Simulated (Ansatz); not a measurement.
**Ba: distorted cells**

Computed with DFT PBE, scalar-relativistic, plane waves, PAW in Ansatz 0.2.0.

Cutoff 420 eV; k points 12×12×12 on the computed 1-atom cell (Γ-centred); Gaussian smearing, width 0.10 eV; no spin polarisation.

Reference cell:

```
CELL_PARAMETERS angstrom
-2.50000 2.50000 2.50000
2.50000 -2.50000 2.50000
2.50000 2.50000 -2.50000
ATOMIC_POSITIONS crystal
Ba 0.00000 0.00000 0.00000
```

Each variant moves atoms of this cell by the vectors given, if any (Å), and then applies a symmetric strain (tensor components, Cartesian axes). The reference cell isn't relaxed at this level. Energies are per atom at zero smearing, counted from the lowest variant. Pressure is positive in compression.

1. strain (xx yy zz yz xz xy, %) 1.47 1.47 1.47 0.00 0.00 0.00
2. strain (xx yy zz yz xz xy, %) 2.71 2.71 2.71 0.00 0.00 0.00
3. strain (xx yy zz yz xz xy, %) 1.31 1.31 1.31 0.00 0.00 0.00
4. strain (xx yy zz yz xz xy, %) 4.54 4.54 4.54 0.00 0.00 0.00

```tsv
variant	ΔE (meV/atom)	P (GPa)	largest force (eV/Å)	gap on mesh (eV)	space group
1	0.4	-0.26	0.00	0	Im-3m
2	6.4	-0.53	0.00	0	Im-3m
3	0.0	-0.22	0.00	0	Im-3m
4	?	?	?	?	?
```

Task: Give the withheld rows.

Result:
| variant | ΔE (meV/atom) | P (GPa) | largest force (eV/Å) | gap on mesh (eV) | space group |
| --- | --- | --- | --- | --- | --- |
| 4 | 22.7 | -0.88 | 0.00 | 0 | Im-3m |

Spin-orbit coupling is left out, which matters for the bands of heavy elements.